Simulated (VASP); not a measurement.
# Ta (Im-3m) in VASP: settings compared

The runs below take Ta through density of states, band structure, with SCAN+D3(BJ), vdW-DF2, RPBE.

Everything below comes from runs of VASP 6.6.1. Logs are shortened: lines on timing, memory, paths and dates and some standing lists are left out, and cuts for length are marked.

**1. The crystal as given**

Symmetry: Im-3m, No. 229, cubic system. The conventional cell has a = 3.303 Å, b = 3.303 Å, c = 3.303 Å, α = 90.00°, β = 90.00°, γ = 90.00°. Around Ta (site symmetry m-3m) lie 8 Ta at 2.86 Å.

**2. Density of states, SCAN+D3(BJ), spin-orbit coupling, no magnetisation**

INCAR reads:

```
PREC     = Accurate       # precision mode
ENCUT    = 500            # plane-wave cutoff, eV
EDIFF    = 1E-6           # SCF threshold, eV
ISMEAR   = -5             # smearing method
SIGMA    = 0.01           # smearing width, eV
LREAL    = False          # projectors in reciprocal space
LASPH    = True           # aspherical terms in the spheres
NELM     = 100            # most SCF steps
ALGO     = Normal         # electronic algorithm
ISIF     = 2              # what is computed and relaxed
LWAVE    = False          # write WAVECAR
LCHARG   = False          # write CHGCAR
MAGMOM   = 0 0 0          # initial moments
LORBIT   = 10             # projections on sites
LSORBIT  = True           # spin-orbit coupling
GGA_COMPAT= False        
LMAXMIX  = 4              # l up to which the mixer works
METAGGA  = SCAN           # meta-GGA
LMIXTAU  = True         
IVDW     = 12             # dispersion correction
NBANDS   = 16             # bands
NEDOS    = 2001           # points of the DOS
```

KPOINTS reads:

```
regular mesh
0
Gamma
  8 8 8
```

POSCAR reads:

```
Ta
2.8601
   -0.577350442292      0.577350442292      0.577350442292
    0.577350442292     -0.577350442292      0.577350442292
    0.577350442292      0.577350442292     -0.577350442292
Ta
1
Direct
    0.0000000000      0.0000000000      0.0000000000
```

Potentials or basis: VASP PAW PBE potentials, release 64 (Ta).

The run is started by

```
> cat potpaw_PBE.64/Ta/POTCAR > POTCAR
> mpirun -np 1 vasp_ncl > vasp.out
```

OUTCAR:

```text
PREC = Accurate
   ENCUT = 500
   EDIFF = 1E-6
   ISMEAR = -5
   LREAL = False
   LASPH = True
   NELM = 100
   ISIF = 2
   LORBIT = 10
   LSORBIT = True
   METAGGA = SCAN
   IVDW = 12
 IVDW          = 12

 ion  position               nearest neighbor table
   1  0.000  0.000  0.000-

  LATTYP: Found a body centered cubic cell.
 ALAT       =     3.3025600000

  Lattice vectors:

 A1 = (  -1.6512800000,   1.6512800000,   1.6512800000)
 A2 = (   1.6512800000,  -1.6512800000,   1.6512800000)
 A3 = (   1.6512800000,   1.6512800000,  -1.6512800000)

Analysis of symmetry for initial positions (statically):
=====================================================================
 Subroutine PRICEL returns:
 Original cell was already a primitive cell.

 Routine SETGRP: Setting up the symmetry group for a
 body centered cubic supercell.

 Subroutine GETGRP returns: Found 48 space group operations
 (whereof 48 operations were pure point group operations)
 out of a pool of 48 trial point group operations.

The static configuration has the point symmetry O_h .

Analysis of symmetry for dynamics (positions and initial velocities):
=====================================================================
 Subroutine PRICEL returns:
 Original cell was already a primitive cell.

 Routine SETGRP: Setting up the symmetry group for a
 body centered cubic supercell.

 Subroutine GETGRP returns: Found 48 space group operations
 (whereof 48 operations were pure point group operations)
 out of a pool of 48 trial point group operations.

The dynamic configuration has the point symmetry O_h .

Analysis of structural, dynamic, and magnetic symmetry:
=====================================================================
 Subroutine PRICEL returns:
 Original cell was already a primitive cell.

 Routine SETGRP: Setting up the symmetry group for a
 body centered cubic supercell.

 Subroutine GETGRP returns: Found 48 space group operations
 (whereof 48 operations were pure point group operations)
 out of a pool of 48 trial point group operations.

The overall configuration has the point symmetry O_h .

 Subroutine INISYM returns: Found 48 space group operations
 (whereof 48 operations are pure point group operations),
 and found     1 'primitive' translations

----------------------------------------------------------------------------------------

                                     Primitive cell

  volume of cell :      18.0104

  direct lattice vectors                    reciprocal lattice vectors
    -1.651280000  1.651280000  1.651280000     0.000000000  0.302795407  0.302795407
     1.651280000 -1.651280000  1.651280000     0.302795407  0.000000000  0.302795407
     1.651280000  1.651280000 -1.651280000     0.302795407  0.302795407  0.000000000

  length of vectors
     2.860100858  2.860100858  2.860100858     0.428217371  0.428217371  0.428217371

  position of ions in fractional coordinates (direct lattice)
     0.000000000  0.000000000  0.000000000

  ion indices of the primitive-cell ions
   primitive index   ion index
                 1           1

----------------------------------------------------------------------------------------

 KPOINTS: regular mesh

Automatic generation of k-mesh.
 Grid dimensions read from file:
 generate k-points for:    8    8    8

 Generating k-lattice:

  Cartesian coordinates                     Fractional coordinates (reciprocal lattice)
     0.000000000  0.037849426  0.037849426     0.125000000  0.000000000  0.000000000
     0.037849426  0.000000000  0.037849426     0.000000000  0.125000000  0.000000000
     0.037849426  0.037849426  0.000000000     0.000000000  0.000000000  0.125000000

  Length of vectors
     0.053527171  0.053527171  0.053527171

  Shift w.r.t. Gamma in fractional coordinates (k-lattice)
     0.000000000  0.000000000  0.000000000

 TETIRR: Found    513 inequivalent tetrahedra from     3072

 Subroutine IBZKPT returns following result:
 ===========================================

 Found     29 irreducible k-points:

 Following reciprocal coordinates:
            Coordinates               Weight
  0.000000  0.000000  0.000000      1.000000
  0.125000  0.000000  0.000000     12.000000
  0.250000  0.000000  0.000000     12.000000
  0.375000  0.000000  0.000000     12.000000
  0.500000  0.000000  0.000000      6.000000
  0.125000  0.125000  0.000000     24.000000
[... 21 lines left out ...]
  0.500000  0.500000  0.375000     12.000000
  0.500000  0.500000  0.500000      1.000000
   k-points           NKPTS =     29   k-points in BZ     NKDIM =     29   number of bands    NBANDS=     16
   number of dos      NEDOS =   2001   number of ions     NIONS =      1
   total plane-waves  NPLWV =  13824
   dimension x,y,z NGX =    24 NGY =   24 NGZ =   24
   dimension x,y,z NGXF=    48 NGYF=   48 NGZF=   48
   ions per type =               1
   NGX,Y,Z   is equivalent  to a cutoff of  13.95, 13.95, 13.95 a.u.
   NGXF,Y,Z  is equivalent  to a cutoff of  27.90, 27.90, 27.90 a.u.
 SYSTEM =  unknown system
   PREC   = accura    normal or accurate (medium, high low for compatibility)
   ISTART =      0    job   : 0-new  1-cont  2-samecut
   ICHARG =      2    charge: 1-file 2-atom 10-const
   ISPIN  =      1    spin polarized calculation?
   LNONCOLLINEAR =      T non collinear calculations
   LSORBIT =      T    spin-orbit coupling
   LASPH  =      T    aspherical Exc in radial PAW
   ENCUT  =  500.0 eV  36.75 Ry    6.06 a.u.   5.21  5.21  5.21*2*pi/ulx,y,z
   NELM   =    100;   NELMIN=  2; NELMDL= -5     # of ELM steps
   EDIFF  = 0.1E-05   stopping-criterion for ELM
   LREAL  =      F    real-space projection
   EDIFFG = 0.1E-04   stopping-criterion for IOM
   NSW    =      0    number of steps for IOM
   IBRION =     -1    ionic relax: 0-MD 1-quasi-New 2-CG
   NFREE  =      0    steps in history (QN), initial steepest desc. (CG)
   ISIF   =      2    stress and relaxation
   ISYM   =      2    0-nonsym 1-usesym 2-fastsym
   POTIM  = 0.5000    time-step for ionic-motion
   TEBEG  =    0.0;   TEEND  =   0.0 temperature during run
   PSTRESS=    0.0 pullay stress
   NELECT =       5.0000    total number of electrons
   NUPDOWN=      -1.0000    fix difference up-down
   EMIN   =  10.00;   EMAX   =-10.00  energy-range for DOS
   EFERMI =   0.00;   METHOD = LEGACY
   ISMEAR =    -5;   SIGMA  =   0.01  broadening in eV -4-tet -1-fermi 0-gaus
   EFERMI_NEDOS =   21; number of points for ismear=-14 and -15
   IALGO  =     38    algorithm
   IMIX   =      4    mixing-type and parameters
     AMIX     =   0.40;   BMIX     =  1.00
     AMIX_MAG =   1.60;   BMIX_MAG =  1.00
  volume/ion in A,a.u.               =      18.01       121.54
  Fermi-wavevector in a.u.,A,eV,Ry     =   1.067966  2.018163 15.518145  1.140551
  Thomas-Fermi vector in A             =   2.203599
   LORBIT       =     10    0 simple, 1 ext, 2 COOP (PROOUT), +10 PAW based schemes
   METAGGA = SCAN    functional components
   LHFCALC =     F    Hartree Fock is set to
   AEXX    =    0.0000 exact exchange contribution
   IVDW    =    12    specifies the selected vdW correction
   LEPSILON=     F    determine dielectric tensor
   LRPA    =     F    only Hartree local field effects (RPA)
 Fermi weights with tetrahedron method with Bloechl corrections
  energy-cutoff  :      500.00
  volume of cell :       18.01
 maximum number of plane-waves:       942
 NGX is ok and might be reduce to    24
   NGX = 11   NGY = 11   NGZ = 11

 magnetization (y)

# of ion       s       p       d       tot
------------------------------------------
    1       -0.000  -0.000  -0.000  -0.000

 magnetization (z)

# of ion       s       p       d       tot
------------------------------------------
    1        0.000  -0.000  -0.000  -0.000

 number of electron       5.0000000 magnetization       0.0000000     -0.0000000     -0.0000000

 number of electron       5.0000000 magnetization      -0.0000000      0.0000000      0.0000000

 number of electron       5.0000000 magnetization       0.0000000      0.0000000      0.0000000

 Free energy of the ion-electron system (eV)
  ---------------------------------------------------
  ext. energy  EPLUGINS =         0.00000000
  ---------------------------------------------------
  free energy    TOTEN  =       -66.79740610 eV

  energy without entropy =      -66.79740610  energy(sigma->0) =      -66.79740610

 E-fermi :   5.4403     XC(G=0): -13.5571

 val. band max:        5.3593394706   @ k =   0.2500   0.0000   0.0000
 cond. band min:       5.4852443764   @ k =  -0.2500   0.2500   0.1250
 fundamental gap:      0.1259049058
 Fermi energy:         5.4403430969

------------------------ aborting loop because EDIFF is reached ----------------------------------------

 Edisp (eV)   -0.16712

 E6    (eV) :    -0.1671

 E8    (eV) :     0.0000

  FORCE on cell =-STRESS in cart. coord.  units (eV):
  Direction    XX          YY          ZZ          XY          YZ          ZX
  --------------------------------------------------------------------------------------
  -------------------------------------------------------------------------------------
  Total      -0.89986    -0.89986    -0.89986     0.00000     0.00000    -0.00000
  in kB     -80.05042   -80.05042   -80.05042     0.00000     0.00000    -0.00000
  external pressure =      -80.05 kB  Pullay stress =        0.00 kB

 VOLUME and BASIS-vectors are now :
 -----------------------------------------------------------------------------
  energy-cutoff  :      500.00
  volume of cell :       18.01
      direct lattice vectors                 reciprocal lattice vectors
    -1.651280000  1.651280000  1.651280000     0.000000000  0.302795407  0.302795407
     1.651280000 -1.651280000  1.651280000     0.302795407  0.000000000  0.302795407
     1.651280000  1.651280000 -1.651280000     0.302795407  0.302795407  0.000000000

 POSITION                                       TOTAL-FORCE (eV/Angst)
 -----------------------------------------------------------------------------------
      0.00000      0.00000      0.00000         0.000000     -0.000000     -0.000000
 -----------------------------------------------------------------------------------
    total drift:                                0.000000      0.000000      0.000000

  FREE ENERGIE OF THE ION-ELECTRON SYSTEM (eV)
  ---------------------------------------------------
  free  energy   TOTEN  =       -66.9645241872 eV

  energy  without entropy=      -66.9645241872  energy(sigma->0) =      -66.96452419

 Spin-Orbit-Coupling matrix elements

 Ion:    1  E_soc:     -0.2677865
 l=   1
     0.0000000    -0.0244021    -0.0244021
    -0.0244021     0.0000000    -0.0244021
    -0.0244021    -0.0244021     0.0000000
 l=   2
     0.0000000    -0.0050854     0.0000000    -0.0050854    -0.0151436
    -0.0050854     0.0000000    -0.0113577    -0.0050854    -0.0037859
     0.0000000    -0.0113577     0.0000000    -0.0113577     0.0000000
    -0.0050854    -0.0050854    -0.0113577     0.0000000    -0.0037859
    -0.0151436    -0.0037859     0.0000000    -0.0037859     0.0000000
 l=   3
     0.0000000     0.0000000     0.0000000     0.0000000     0.0000000     0.0000000     0.0000000
     0.0000000     0.0000000     0.0000000     0.0000000     0.0000000     0.0000000     0.0000000
     0.0000000     0.0000000     0.0000000     0.0000000     0.0000000     0.0000000     0.0000000
     0.0000000     0.0000000     0.0000000     0.0000000     0.0000000     0.0000000     0.0000000
     0.0000000     0.0000000     0.0000000     0.0000000     0.0000000     0.0000000     0.0000000
     0.0000000     0.0000000     0.0000000     0.0000000     0.0000000     0.0000000     0.0000000
     0.0000000     0.0000000     0.0000000     0.0000000     0.0000000     0.0000000     0.0000000

 total charge

# of ion       s       p       d       tot
------------------------------------------
    1        0.432   0.682   3.397   4.511

 magnetization (x)

# of ion       s       p       d       tot
------------------------------------------
    1        0.000   0.000  -0.000  -0.000

 magnetization (y)

# of ion       s       p       d       tot
------------------------------------------
    1        0.000   0.000   0.000   0.000

 magnetization (z)

# of ion       s       p       d       tot
------------------------------------------
    1       -0.000  -0.000  -0.000  -0.000
```

Run time: 2.1 min. Hardware: 1 thread of AMD EPYC 9R45 (Zen 5), shared host; peak memory 0.2 GiB.

What came out:

* Free energy: -66.9645 eV
* Pressure: -8.0 GPa
* Valence electrons inside the program's atomic spheres: Ta 4.51
* Dispersion energy per atom: -0.167 eV

Caveat: the PAW data sets were made with another functional, which shifts forces and pressure a little.

(Part 1 of 2 ends here.)
